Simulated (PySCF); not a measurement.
Structure from NMR data

Molecular formula: C₄H₈. Simulated spectra:

1H NMR (500 MHz, computed): δ 1.03 (d, J = 6.8 Hz, 3H), 0.60 (tqt, J = 9.3, 6.8, 5.4 Hz, 1H), 0.38 (m, 2H), -0.09 (m, 2H).

13C{1H} NMR (computed): δ 22.3 (CH3), 8.4 (CH), 7.5 (CH2).

[PySCF 2.14: geometry: PBE0-D3(BJ)/def2-TZVP; B97-2/pcSseg-2 with gauge-including orbitals; J: B3LYP/pcJ-2 (without the spin–dipole term); in vacuum; single conformer; averaged over atoms made equivalent by symmetry, fast rotation or ring inversion; non-relativistic Hamiltonian]

Scale: 1H (31.64 ppm), 13C (185.38 ppm) against TMS (reference shieldings calculated alike).

Question: Choose the structure that fits.
A. C1CCC1
B. CC1CC1
C. C=CCC

Answer: B. 

The formula gives 1 degree of unsaturation (1 ring in the answer). 3 carbon signals for 4 carbons: some carbons are equivalent by symmetry or fast rotation. Carbon types of the structure: 1 × CH, 2 × CH2, 1 × CH3, which accounts for all hydrogens. δC 22.3: methyl carbon; aliphatic region, no heteroatom directly attached. δC 8.4, 7.5: three-membered-ring carbon; carbons of three-membered rings are unusually shielded. δH 1.03: hydrogen on a methyl carbon; far from electronegative atoms and π systems. δH 0.60, 0.38, -0.09: hydrogen on a three-membered-ring carbon; cyclopropane-type protons are shielded by the ring. The protons at 1.03 and 0.60 share a coupling of 6.8 Hz (vicinal).

The others: C=CCC would give 4 carbon signals, not 3; C1CCC1 would give 1 carbon signal, not 3.

Splittings below 1 Hz are ignored in the labels, and close J values are merged. Couplings among chemically equivalent protons are left out too, so labels in AA′BB′ or AA′XX′ sets are apparent multiplicities. Shifts are as computed. Against solution values, carbons near 30 ppm lie about +3 ppm off and those near 130 ppm about +7 ppm. Of 1211 compounds with measured shifts, 218 miss one by over three times the rms of a fit or turn the order of signals round; such compounds aren't used in these exercises.
